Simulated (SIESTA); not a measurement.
## BaTiO3 under changes of volume

One of the cells (13.115 Å³/atom); the others are scaled copies at fixed shape and fractional positions:

```
Ba Ti O
1.0
     4.03253    0.00000    0.00000
     0.00000    4.03253    0.00000
     0.00000    0.00000    4.03253
Ba Ti O
1 1 3
Cartesian
  2.0163 2.0163 2.0163
  0.0000 0.0000 0.0000
  0.0000 0.0000 2.0163
  0.0000 2.0163 0.0000
  2.0163 0.0000 0.0000
```

* Program: SIESTA 5.4.2
* Functional: PBE
* Potentials or basis: PseudoDojo 0.4 standard (PBE files)
* Basis: DZP (energy shift 0.003 Ry; two zetas on semicore shells; d shell added on Ba)
* Grid cutoff: 800 Ry
* Energy shift: 0.003 Ry
* k mesh: 7 × 7 × 7
* Occupations: fermi-dirac, width 0.05 eV
* Spin: no spin polarisation

```csv
volume (Å³/atom),energy over the lowest point (meV/atom),pressure (GPa),gap on the mesh (eV)
12.086,50.72,16.6,1.85
12.343,28.01,11.8,1.82
12.601,?,?,?
13.115,0.00,0.5,1.70
13.372,1.83,-2.7,1.66
13.629,8.26,-5.3,1.63
```

What does the run at 12.601 Å³/atom give?

Energy over the lowest point 12.45 meV/atom; pressure 7.6 GPa; gap on the mesh 1.78 eV.

Worked out: A Birch-Murnaghan fit of order 3 (a polynomial in V^(-2/3)) to the other rows has its minimum at 13.15 Å³/atom with B0 = V·E''(V) = 162 GPa and B' = 4.6. It gives 12.43 meV/atom at 12.601 Å³/atom, against the run's 12.45, and -dE/dV = 7.6 GPa, against 7.6. A straight line through the other rows of the gap, of slope -1.88 eV per unit of ln V, gives 1.78 eV, against the run's 1.78.

Energies are extrapolated to zero smearing.

Caveats: this set's barium file shifts pressures by up to 1 GPa against other sets; spin-orbit coupling is left out, which moves the levels of the heavy elements; an odd mesh through Γ misses points on the zone boundary, where band edges often lie; the basis of atomic orbitals isn't converged, which shifts pressures, moduli and gaps.
